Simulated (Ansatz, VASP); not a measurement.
# Cross-check of SnTe2 between VASP and Ansatz

One calculation is typed for both programs; each brings its own data sets. How far apart do they land? The cell is generated by rule, not measured, and may not be a known phase. The two relaxations start from unlike cells of this crystal (the structure described is Ansatz's start), so only their ends are compared.

Program: Ansatz 0.2.0. Level of theory: plane waves, with VASP 6.6.1 beside it; relaxation of cell and atoms at PBE. Results are calculated unless marked as measured.

The structure was built from a prototype and need not be the compound's stable phase.

**1. Set-up**

Symmetry: P4_2/nmc, No. 137, tetragonal system. Conventional cell: a = 5.265 Å, b = 5.265 Å, c = 7.446 Å, α = 90.00°, β = 90.00°, γ = 90.00°. Nearest to Sn lie 8 Te at 2.99 to 3.50 Å. Nearest to Te lie 4 Sn at 2.99 to 3.50 Å. Farther neighbours and most contacts between anions are not listed.

**2. Ansatz: relaxation of cell and atoms, PBE**

Ansatz runs on its default PAW (the set named soft_2) files.

The relaxed volume is the usual yardstick between codes: in a stiff, nearly cubic crystal its relative difference is about their pressure difference at one cell divided by the bulk modulus.

input.yaml

```yaml
crystal:
  lattice:
    - [0.0, -3.7227547923, -3.7227547923]
    - [0.0, 3.7227547923, -3.7227547923]
    - [7.4455095846, 0.0, 0.0]
  atoms:
    - { symbol: Sn, position: [0.0, 0.0, 0.0] }
    - { symbol: Sn, position: [0.5, 0.5, 0.5] }
    - { symbol: Te, position: [0.0, 0.5, 0.8104391137] }
    - { symbol: Te, position: [0.5, 0.0, 0.1895608863] }
    - { symbol: Te, position: [1.0, 0.5, 0.3104391137] }
    - { symbol: Te, position: [0.5, 0.0, 0.6895608863] }
kpoints:
  mp_grid: { grid: [8, 8, 6] }
hamiltonian:
  xc: pbe
scf:
  occupations: { method: methfessel_paxton, width: 0.2 }
output:
  forces: true
  stress: true
  eigenvalues: true
relax:
  adjacent_minimum: "off"
  f_tol: 0.002
  max_steps: 120
  cell: { stress_tol: 0.03 }
```

On the command line:

```console
$ ansatz run input.yaml --threads 4 --pin off --max-ram 7168MiB --backend cpu --events-out ev --progress --plain --runs-dir out
```

Numbers of over 12 decimals in the logs are rounded to 6 here.

The log of the run:

```text
Engine: ansatz 0.2.0, aarch64-unknown-linux-gnu
Pseudopotentials: kind: paw
Pseudopotential: Sn, paw, valence charge 14, recommended cutoff 420 eV (normal), Sn.paw.azcp
Pseudopotential: Te, paw, valence charge 16, recommended cutoff 420 eV (normal), Te.paw.azcp
Functional definition: PBE
  parameter kappa = 0.804
  parameter beta = 0.066725
  exchange = pbe_x(kappa = kappa, mu = beta*pi^2/3)
  correlation = pbe_c(beta = beta)
Crystal: 6 atoms, lattice volume = 206.373 Å³
Basis set: ecut = 420 eV, 4033 PW (Γ), exchange–correlation on 72×72×100 points (8 copies of the dense FFT grid, shifted against one another)
Bands: 56, of which v1, the nominal top of the filled ones, is band 46 counted from 1 (45 counted from 0)
Symmetry: 16 space group operations
Space group: P42/nmc (ITA 137), of the structure as read, at distance tolerance 5.9e-5 Å
k-points: 60 of 384
Non-local potential: Sn, projectors of the file, l = 0: 2, l = 1: 2, l = 2: 2, l = 3: 2
Non-local potential: Te, projectors of the file, l = 0: 2, l = 1: 2, l = 2: 2, l = 3: 2
PAW form: soft (Blöchl's): semilocal exchange-correlation on the pseudo side does not see the compensation charge
PAW one-centre angular grid: Sn, 590 points (default); XC on 64 Gauss nodes
PAW one-centre angular grid: Te, 590 points (default); XC on 64 Gauss nodes
Initial density: superposition of atomic densities (neutral atoms: chi_scale 0, normalization atom), corrected by the library's trained network
Initial wavefunctions: pseudopotential atomic-orbital guess
Functional: x = pbe(κ = 0.804, μ = 0.219515), c = pbe(β = 0.066725)
SCF iter   1: F=—  HF=-39967.840245 eV  |F-HF|=—  |Δ(HF+E_count)|=         —  Δρ=1.67e-3  dr2=7.24e-3  ethr=1.77e-3  ⟨swp⟩=8.4  Hψ=13838  notcnv=0
preconditioner: auto → LDOS  [metal: Δε(μ)=0.014 eV  Ē_g=8.078 eV  σ=0.200 eV  W_gap=0.06  n_scr=36 (ndim 8)  ℏωp=14.6 eV  f_vac=0.065  D(μ)=4.90/eV (n_scr^D=36)  β→1.0]
SCF iter   2: F=—  HF=-39967.837533 eV  |F-HF|=—  |Δ(HF+E_count)|=   2.71e-3  S|Δr|=    0.00e0  Δρ=6.61e-4  dr2=6.72e-4  ethr=7.87e-6  ⟨swp⟩=2.1  Hψ=6689  notcnv=0
SCF iter   3: F=—  HF=-39967.837299 eV  |F-HF|=—  |Δ(HF+E_count)|=   2.33e-4  S|Δr|=    0.00e0  Δρ=1.89e-4  dr2=6.70e-5  ethr=7.30e-7  ⟨swp⟩=2.0  Hψ=5997  notcnv=0
SCF iter   4: F=—  HF=-39967.837227 eV  |F-HF|=—  |Δ(HF+E_count)|=   7.20e-5  S|Δr|=    0.00e0  Δρ=3.75e-5  dr2=4.02e-6  ethr=7.29e-8  ⟨swp⟩=2.0  Hψ=5994  notcnv=0
SCF iter   5: F=—  HF=-39967.837229 eV  |F-HF|=—  |Δ(HF+E_count)|=   1.71e-6  S|Δr|=    0.00e0  Δρ=2.02e-5  dr2=8.12e-7  ethr=4.37e-9  ⟨swp⟩=2.0  Hψ=6031  notcnv=0
SCF iter   6: F=-39967.837229 eV  HF=-39967.837229 eV  |F-HF|=7.68e-9  |Δ(HF+E_count)|=   1.32e-7  S|Δr|=    0.00e0  Δρ=4.36e-6  dr2=4.21e-8  ethr=1.09e-10  ⟨swp⟩=9.1  Hψ=17770  notcnv=0
SCF 1 converged in 6 iterations: F = -39967.837229 eV  dr2 = 4.21e-8
  greatest PAW one-centre occupation: 0.998 electrons in one spin orbital (limit 2), on the Te atom at site 5 (counted from 0), in its partial waves of l = 2
relax step   1: F+E_penalty+E_count = -39967.83722903 eV  Δ(F+E_penalty+E_count) = +0.000e0 eV  max|allowed force component| = 5.810e-2 eV/Å  Δτ_max = 0.0000 Å  P = -0.064 GPa  Ω = 206.373 Å³  (6 SCF iters, dr2 threshold 1.00e-7 eV, accepted)
[...]
relax step  24: F+E_penalty+E_count = -39968.75096721 eV  Δ(F+E_penalty+E_count) = +7.440e-6 eV  max|allowed force component| = 8.225e-4 eV/Å  Δτ_max = 0.0005 Å  P = -0.005 GPa  Ω = 226.056 Å³  energy of the carried Pulay correction = -1.178e-3 eV  (6 SCF iters, dr2 threshold 2.89e-10 eV, accepted)
[...]
relax step  25: F+E_penalty+E_count = -39968.75255803 eV  Δ(F+E_penalty+E_count) = -1.591e-3 eV  max|allowed force component| = 1.109e-3 eV/Å  Δτ_max = 0.0000 Å  P = -0.005 GPa  Ω = 226.056 Å³  stress off target by 1.01e-2 GPa  SCF on the basis re-selected at this cell (its energy is not comparable with the rows above)  (6 SCF iters)
basis re-selected at this cell: Δ(F+E_penalty+E_count) = -1.591e-3 eV, ΔP = +0.000 GPa vs the last step (what re-selecting the basis moved, of the pressure what is left beyond the Pulay correction that the steps carried, after the strain that the cell walked since its last selection, with what the two solves' SCF thresholds leave and, on support functions, any second-order correction that the steps lacked; it is no measure of the basis error at this ecutwfc). The dense FFT grid was sized anew with the basis: this SCF ran on 30×30×80 points, the steps before it on 30×30×75, so part of this shift can come from that change (see relax.cell in the input reference). [rest of the remark cut]
SCF converged after 6 iterations
Stability not checked: this state was not tested for a lower state beside it, because cold or Methfessel-Paxton smearing, or corrected tetrahedra, fill the levels in a way that the test cannot read (fill_not_monotonic; see scf.lower_state_search)
Free energy (F): -39968.752558 eV
Harris-Foulkes:  -39968.752558 eV  (|F-HF|=0.00e0)
Internal energy: -39968.755512 eV  (E = F + TS)
E sigma→0 (E₀):  -39968.753296 eV
Entropy (-TS):   0.002954 eV (0.492 meV/atom)
Fermi energy:    6.960257 eV
--- Per-component energies (eV) ---
  E_band       = -1428.268579
  E_kinetic    = 1091.140733
  E_local      = -8039.423474  (includes V_loc(G=0)·N_el)
  E_nonlocal   = -1304.486984
  E_hartree    = 4831.990078
  E_xc         = -1257.915610
  E_vxc        = -602.911818  (∫ρ·V_xc dr)
  E_paw        = -26925.795016  (= ΣΔE_a)
  E_vpaw       = -2236.566548  (= ΣTr[D̂ρ^β])
  E_aug_tail   = -0.000692  (compensation charges beyond the density's cutoff)
  E_ewald      = -8364.264547
  E_smearing   = 0.002954  (= −TS)
  E_closure    = 0.000000  (closes the sum)
  Σ components = -39968.752558   (vs F -39968.752558, Δ=0.00e0)
--- Forces (eV/Å), atoms counted from 1 ---
  atom   1  Sn     0.00000000     0.00000000     0.00000000
  atom   2  Sn     0.00000000     0.00000000     0.00000000
  atom   3  Te     0.00110891     0.00000000     0.00000000
  atom   4  Te    -0.00110891     0.00000000     0.00000000
  atom   5  Te     0.00110891     0.00000000     0.00000000
  atom   6  Te    -0.00110891    -0.00000000    -0.00000000
  max |Σ_I F_I| component: 4.88e-19 eV/Å
--- Stress (GPa, compression-positive) ---
        0.006443       0.000000       0.000000
        0.000000      -0.010072       0.000000
        0.000000      -0.000000      -0.010072
  P = ⅓ Tr σ = -0.0046 GPa (-0.046 kbar)
--- Band table (eV; the first three rows and the last of 60) ---
  k-point 0: bands = [... 42 lower, 5.6370, 5.6768, 6.5514, 6.9786, 6.9786, 7.8877, 8.2136, 8.3520, ... 6 higher]
  k-point 1: bands = [... 42 lower, 5.7029, 5.7029, 6.6659, 6.9243, 6.9243, 7.7549, 8.2722, 8.3621, ... 6 higher]
  k-point 2: bands = [... 42 lower, 5.8390, 5.8390, 6.8042, 6.8042, 6.9101, 7.4909, 8.3426, 8.3790, ... 6 higher]
  k-point 59: bands = [... 42 lower, 4.8745, 4.8745, 4.8823, 4.8823, 7.9432, 7.9432, 9.1656, 9.1656, ... 6 higher]
--- Relaxed structure (22 steps of the walk, 21 accepted, 3 SCFs on fresh bases) ---
  F+E_penalty+E_count = -39968.75255803 eV   max|allowed force component| = 1.109e-3 eV/Å   (the final SCF, on the basis selected at the relaxed cell)
  cell:  # Å, volume = 226.0557 Å³
    - [0, -3.087924, -3.087924]
    - [0, 3.087924, -3.087924]
    - [11.853655, 0, 0.0]
  atoms:
    - { symbol: Sn, position: [0, 0, 4.077311362594284e-19] }
    - { symbol: Sn, position: [0.500000, 0.500000, 0.500000] }
    - { symbol: Te, position: [0.0, 0.500000, 0.847597] }
    - { symbol: Te, position: [0.500000, 0.0, 0.152403] }
    - { symbol: Te, position: [1.0, 0.5, 0.347597] }
    - { symbol: Te, position: [0.500000, 0.0, 0.652403] }
```

The column dr2 measures how far the density is from self-consistency, as an energy; F and HF (Harris–Foulkes) agree once it is small.

**3. VASP: relaxation of cell and atoms, PBE**

Its own start cell and the same functional, mesh and smearing now go to VASP, with its own data sets.

Lines of VASP's logs that name or quote its potential files are left out, and so is its time.

INCAR

```
SYSTEM = SnTe2
PREC = Accurate
ENCUT = 500
EDIFF = 1E-07
NELM = 120
ISMEAR = 1
SIGMA = 0.2
LREAL = .FALSE.
ALGO = Normal
GGA = PE
NBANDS = 32
LORBIT = 11
LWAVE = .FALSE.
LCHARG = .FALSE.
ISIF = 3
IBRION = 2
NSW = 80
EDIFFG = -0.005
LASPH = .TRUE.
GGA_COMPAT = .FALSE.
NELMIN = 4
KPAR = 2
```

POSCAR

```
SnTe2
1.0
    0.0000000000     -3.1215049540     -3.1215049540
    0.0000000000      3.1215049540     -3.1215049540
   11.4014242355      0.0000000000      0.0000000000
Sn Te
2 4
Direct
    0.0000000000      0.0000000000      0.0000000000
    0.5000000000      0.5000000000      0.5000000000
    0.0000000000      0.5000000000      0.8425294850
    0.5000000000      0.0000000000      0.1574705149
    0.0000000000      0.5000000000      0.3425294851
    0.5000000000      0.0000000000      0.6574705150
```

KPOINTS

```
Automatic mesh
0
Gamma
8 8 6
0 0 0
```

The projector-augmented-wave data sets are Sn_d and Te (PBE family, release 64).

On the command line:

```console
$ mpirun -np 2 vasp_std
```

The log of the run:

```text
[banner, memory and clock lines left out]
running    2 mpi-ranks, on    1 nodes
 distrk:  each k-point on    1 cores,    2 groups
 distr:  one band on    1 cores,    1 groups

 POSCAR found type information on POSCAR SnTe
 POSCAR found :  2 types and       6 ions
 LDA part: xc-table for (Slater+PW92), standard interpolation
 POSCAR, INCAR and KPOINTS ok, starting setup
 FFT: planning ... GRIDC
 FFT: planning ... GRID_SOFT
 FFT: planning ... GRID
 WAVECAR not read
 entering main loop
       N       E                     dE             d eps       ncg     rms          rms(c)
DAV:   1     0.425120658116E+03    0.42512E+03   -0.21881E+04  3840   0.160E+03
DAV:   2     0.367582103897E+02   -0.38836E+03   -0.37865E+03  3960   0.396E+02
DAV:   3    -0.182899333313E+02   -0.55048E+02   -0.53905E+02  4768   0.146E+02
DAV:   4    -0.208844423961E+02   -0.25945E+01   -0.25795E+01  4440   0.344E+01
DAV:   5    -0.209896245425E+02   -0.10518E+00   -0.10514E+00  5768   0.706E+00    0.104E+01
DAV:   6    -0.207605157054E+02    0.22911E+00   -0.47463E-01  5136   0.515E+00    0.754E+00
DAV:   7    -0.207572058086E+02    0.33099E-02   -0.35280E-01  5088   0.285E+00    0.150E+00
DAV:   8    -0.207429090592E+02    0.14297E-01   -0.57227E-02  4712   0.170E+00    0.570E-01
DAV:   9    -0.207436735382E+02   -0.76448E-03   -0.49636E-03  4792   0.281E-01    0.237E-01
DAV:  10    -0.207442512014E+02   -0.57766E-03   -0.52675E-04  4360   0.113E-01    0.106E-01
DAV:  11    -0.207443844129E+02   -0.13321E-03   -0.23453E-04  4288   0.892E-02    0.621E-02
DAV:  12    -0.207443925123E+02   -0.80994E-05   -0.33987E-05  4488   0.281E-02    0.325E-02
DAV:  13    -0.207443920507E+02    0.46159E-06   -0.53925E-06  4680   0.107E-02    0.148E-02
DAV:  14    -0.207443917813E+02    0.26946E-06   -0.40349E-07  3848   0.307E-03    0.665E-03
DAV:  15    -0.207443914953E+02    0.28598E-06   -0.32547E-07  3576   0.370E-03    0.785E-04
DAV:  16    -0.207443914984E+02   -0.31587E-08   -0.55250E-08  2376   0.135E-03
   1 F= -.20744391E+02 E0= -.20744383E+02  d E =-.207444E+02
[... from here on, the cycles between the ionic steps are left out ...]
   2 F= -.20745195E+02 E0= -.20745171E+02  d E =-.803744E-03
   3 F= -.20745244E+02 E0= -.20745214E+02  d E =-.852815E-03
  10 F= -.20749772E+02 E0= -.20750656E+02  d E =-.204781E-02
  11 F= -.20750689E+02 E0= -.20751323E+02  d E =-.296467E-02
  12 F= -.20751283E+02 E0= -.20751947E+02  d E =-.594101E-03
  13 F= -.20751995E+02 E0= -.20752745E+02  d E =-.130654E-02
  14 F= -.20751995E+02 E0= -.20752748E+02  d E =-.130685E-02
  15 F= -.20752042E+02 E0= -.20752809E+02  d E =-.463751E-04
  16 F= -.20752146E+02 E0= -.20752957E+02  d E =-.150545E-03
  17 F= -.20752193E+02 E0= -.20753093E+02  d E =-.197206E-03
  18 F= -.20752202E+02 E0= -.20753076E+02  d E =-.206199E-03
 curvature:  -3.64 expect dE=-0.164E-03 dE for cont linesearch -0.257E-07
 trial: gam= 0.41027 g(F)=  0.139E-04 g(S)=  0.312E-04 ort =-0.122E-05 (trialstep = 0.113E+01)
 search vector abs. value=  0.795E-04
 bond charge predicted
       N       E                     dE             d eps       ncg     rms          rms(c)
DAV:   1    -0.207525420524E+02   -0.34037E-03   -0.96342E-03  4792   0.963E-01    0.114E-01
DAV:   2    -0.207522969730E+02    0.24508E-03   -0.65449E-04  4856   0.290E-01    0.540E-02
DAV:   3    -0.207522312512E+02    0.65722E-04   -0.10072E-04  4976   0.976E-02    0.254E-02
DAV:   4    -0.207522197184E+02    0.11533E-04   -0.27499E-05  5464   0.428E-02    0.100E-02
DAV:   5    -0.207522200974E+02   -0.37899E-06   -0.21010E-06  5440   0.989E-03    0.738E-03
DAV:   6    -0.207522204749E+02   -0.37750E-06   -0.21835E-07  3064   0.382E-03    0.852E-04
DAV:   7    -0.207522206678E+02   -0.19298E-06   -0.40510E-08  2104   0.206E-03    0.765E-04
DAV:   8    -0.207522206757E+02   -0.78717E-08   -0.11192E-08  2008   0.874E-04
  19 F= -.20752221E+02 E0= -.20753124E+02  d E =-.189799E-04
 trial-energy change:   -0.000019  1 .order   -0.000015   -0.000051    0.000021
 step:   0.8728(harm=  0.8046)  dis= 0.00057  next Energy=   -20.752223 (dE=-0.213E-04)
 reached required accuracy - stopping structural energy minimisation
```

[end of part 1 of 2]

[Lines on the potential files, build, host, timing and source positions are cut from VASP's logs without a mark.]

[Logs are printed without paths, hosts, clocks, repeated set-up lines and the standing remarks that a program may print on its own settings, such as how far it seeks lower states.]

[Hosts, paths, dates, database ids (printed as entryN), source tags and the programs' standing remarks are cut or masked in the printed files.]
